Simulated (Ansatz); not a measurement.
# Li5NbO5: properties at the relaxed cell

The task here is to estimate one member of a computed series from the others.

Method: DFT PBEsol, scalar-relativistic, plane waves, PAW, in Ansatz 0.2.0.

1 further run of the same task is left out (set aside as unsound or not needed).

## The system as given

It takes space group C2/m (No. 12, monoclinic). The conventional cell has a = 9.649 Å, b = 4.008 Å, c = 5.777 Å, α = 90.00°, β = 108.75°, γ = 90.00°. Around Li (site symmetry m) lie 4 O at 1.93 to 2.06 Å. Around Li (site symmetry m) lie 5 O at 1.97 to 2.23 Å. Around Li (site symmetry 2/m) lie 4 O at 1.96 to 2.11 Å. Nb (site symmetry 2/m) is surrounded by 6 O at 1.97 to 2.00 Å. Around O (site symmetry m) lie 5 Li at 1.93 to 2.05 Å and 1 Nb at 1.98 Å. O (site symmetry m) is surrounded by 5 Li at 1.96 to 2.11 Å and 1 Nb at 1.97 Å. O (site symmetry 2/m) has 2 Nb at 2.00 Å and 2 Li at 2.23 Å in its first shell of neighbours.

Structure file:

```cif
data_structure
_symmetry_space_group_name_H-M 'P 1'
_symmetry_Int_Tables_number 1
_cell_length_a 5.2239
_cell_length_b 5.2239
_cell_length_c 5.7768
_cell_angle_alpha 107.267
_cell_angle_beta 107.267
_cell_angle_gamma 45.116
_cell_volume 105.77
loop_
_atom_site_label
_atom_site_type_symbol
_atom_site_fract_x
_atom_site_fract_y
_atom_site_fract_z
_atom_site_occupancy
Li1 Li 0.71117 0.71117 0.34325 1
Li2 Li 0.69058 0.69058 0.86211 1
Li3 Li 0.00000 0.00000 0.50000 1
Li4 Li 0.30942 0.30942 0.13789 1
Li5 Li 0.28883 0.28883 0.65675 1
Nb1 Nb 0.00000 0.00000 0.00000 1
O1 O 0.85361 0.85361 0.17383 1
O2 O 0.84234 0.84234 0.68178 1
O3 O 0.50000 0.50000 0.00000 1
O4 O 0.15766 0.15766 0.31822 1
O5 O 0.14639 0.14639 0.82617 1
```

It goes back to an entry of the Materials Project, which need not be the stable form.

This cell was relaxed beforehand with the same method: volume 9.62 Å³/atom, gap on the mesh 3.19 eV.

The first run:

File input.yaml:

```yaml
crystal:
  lattice:
    - [4.8242578815, -2.0039867658, 0.0032472178]
    - [4.8242578815, 2.0039867658, 0.0032472178]
    - [-1.8604007103, 0.0, 5.46898579]
  atoms:
    - { symbol: Li, position: [0.7111738971, 0.7111738971, 0.3432548304] }
    - { symbol: Li, position: [0.6905813634, 0.6905813634, 0.8621088029] }
    - { symbol: Li, position: [0.0, 0.0, 0.5] }
    - { symbol: Li, position: [0.3094186366, 0.3094186366, 0.1378911971] }
    - { symbol: Li, position: [0.2888261029, 0.2888261029, 0.6567451696] }
    - { symbol: Nb, position: [0.0, 0.0, 0.0] }
    - { symbol: O, position: [0.8536121899, 0.8536121899, 0.1738324255] }
    - { symbol: O, position: [0.8423433873, 0.8423433873, 0.6817848346] }
    - { symbol: O, position: [0.5, 0.5, 0.0] }
    - { symbol: O, position: [0.1576566127, 0.1576566127, 0.3182151654] }
    - { symbol: O, position: [0.1463878101, 0.1463878101, 0.8261675745] }
basis:
  ecutwfc: 420
kpoints:
  mp_grid: { grid: [6, 6, 4] }
  band_path:
    path:
      - [[0.0, 0.0, 0.0], [-0.29810875, 0.29810875, 0.0]]
      - [[-0.70189125, -0.29810875, 0.0], [-0.5, -0.5, 0.0], [0.0, 0.0, 0.0], [-0.5, -0.5, 0.5], [-0.7277176, -0.2722824, 0.5]]
      - [[-0.2722824, 0.2722824, 0.5], [0.0, 0.0, 0.5], [0.0, 0.0, 0.0]]
      - [[-0.5, 0.0, 0.5], [0.0, 0.0, 0.0], [-0.5, 0.0, 0.0]]
    npoints: 10
hamiltonian:
  xc: pbesol
scf:
  occupations: { method: gaussian, width: 0.02 }
  n_extra_bands: 27
output:
  forces: true
  stress: true
  eigenvalues: true
  populations: true
  dos: { projected: true, de: 0.02, nscf_kmesh: { grid: [9, 9, 6] } }
  bader: false
```

Launch:

```sh
$ ansatz run input.yaml --threads 2 --pin off --max-ram 5120MiB --backend cpu --events-out ev --progress --plain --runs-dir out
```

Steps of the session up to this table: Static run: bands, density of states and charges; Seeking the band edges over the whole zone; Levels beside the edges; Point at V/V0 = 0.97; Volume × 1.03; Point at V/V0 = 0.94; The cell scaled to 1.06 of its volume.

One table of the session follows, with a row left open; its other results are not shown here.

It belongs to the step «Energy against volume». 

```
volume (Å³/atom)  energy above the lowest point (meV/atom)  pressure (GPa)  gap on the mesh (eV)
           9.039                                      12.0            7.04                  3.17
           9.327                                       2.8            3.25                  3.20
           9.615                                       0.0           -0.02                  3.19
           9.904                                         ?               ?                     ?
          10.192                                      10.0           -5.29                  3.13
```

Q: Estimate the row for volume (Å³/atom) = 9.904 from the others.

Worked estimate for «energy above the lowest point (meV/atom)». A straight line through the neighbours (9.615, 0.0) and (10.192, 10.0) gives 0.0 + (10.0 − 0.0) × (9.904 − 9.615) / (10.192 − 9.615) = 5.0; a parabola fitted to 3 rows on both sides gives 2.4.

The run gave: energy above the lowest point (meV/atom): 2.6; pressure (GPa): -2.85; gap on the mesh (eV): 3.16. In «energy above the lowest point (meV/atom)» the line misses by +2.4 and the parabola by -0.2.
